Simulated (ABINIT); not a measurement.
Set up this calculation in ABINIT 10.8.3 (patched build), as the native input.

| Property | Result |
| --- | --- |
| Task | band structure |
| Functional | BLYP |
| Potentials or basis | JTH PAW PBE v2.0 |
| Cutoff | 626 eV |
| k mesh | 9 × 9 × 9 |
| Occupations | fermi-dirac, width 0.05 eV |
| Spin | no spin polarisation |
| Fine-grid cutoff | 1224.51 eV |
| Exchange and correlation inside the PAW spheres | full angular mesh (pawxcdev 0, this build's default; the released program takes 1) |

Crystal: HfO2.

```
Hf O
1.0
     0.00000    2.55750    2.55750
     2.55750    0.00000    2.55750
     2.55750    2.55750    0.00000
Hf O
1 2
Direct
  0.00000 0.00000 0.00000
  0.75000 0.75000 0.75000
  0.25000 0.25000 0.25000
```

Measurements of this composition are mostly on another form, of space group No. 14.

One way to write it, as run:

run.abi

```
# Datasets: ground state, then fixed potential
ndtset 2

# Pseudopotentials
pp_dirpath "./"
pseudos "Hf.GGA_PBE-JTH.xml, O.GGA_PBE-JTH.xml"

# Structure
acell 3*1.0
rprim
     0.0000000000     4.8329745637     4.8329745637
     4.8329745637     0.0000000000     4.8329745637
     4.8329745637     4.8329745637     0.0000000000
ntypat 2
znucl 72 8
natom 3
typat 1 2 2
xred
     0.0000000000     0.0000000000     0.0000000000
     0.7500000000     0.7500000000     0.7500000000
     0.2500000000     0.2500000000     0.2500000000

# Plane-wave basis
ecut 23.0
pawecutdg 45.0

# Exchange and correlation
ixc -106131

# Bands and occupations
occopt 3
tsmear 0.05 eV

# SCF cycle
nstep 100

# Output
iomode 3
prtwf 0
prteig 0
prtebands 0
prtden1 1
prtvha1 1
prtvclmb1 1
prtpot1 1

# Dataset 1
kptopt1 1
ngkpt1 9 9 9
nshiftk1 1
shiftk1 0.0 0.0 0.0
nband1 16
tolvrs1 1.0e-9

# Dataset 2: bands along G-X-W-K-G-L-U-W-L-K
iscf2 -2
getden2 1
nband2 20
nbdbuf2 2
tolwfr2 1.0e-12
kptopt2 -9
ndivsm2 6
prteig2 1
kptbounds2
     0.0000000000     0.0000000000     0.0000000000
     0.5000000000     0.0000000000     0.5000000000
     0.5000000000     0.2500000000     0.7500000000
     0.3750000000     0.3750000000     0.7500000000
     0.0000000000     0.0000000000     0.0000000000
     0.5000000000     0.5000000000     0.5000000000
     0.6250000000     0.2500000000     0.6250000000
     0.5000000000     0.2500000000     0.7500000000
     0.5000000000     0.5000000000     0.5000000000
     0.3750000000     0.3750000000     0.7500000000
```

Potentials or basis: JTH PAW PBE v2.0.

The run is started by

```bash
$ abinit run.abi > log 2>&1
```

It gave:

```json
{"Pressure": "0.7 GPa", "Band gap on the k mesh": "3.90 eV, indirect (least direct gap 4.01 eV)", "Band gap along the path": "3.80 eV, direct", "Valence electrons inside the program's atomic spheres": "Hf 9.36; O 4.64"}
```

Caveat: the PAW data sets were made with another functional, which shifts forces and pressure a little; spin-orbit coupling is left out, which moves the levels of the heavy elements; the mesh misses the band edges, which the band path finds closer together.

Run time: 67 s on 1 thread of Arm Neoverse V2 (shared host), peak memory 0.14 GiB.
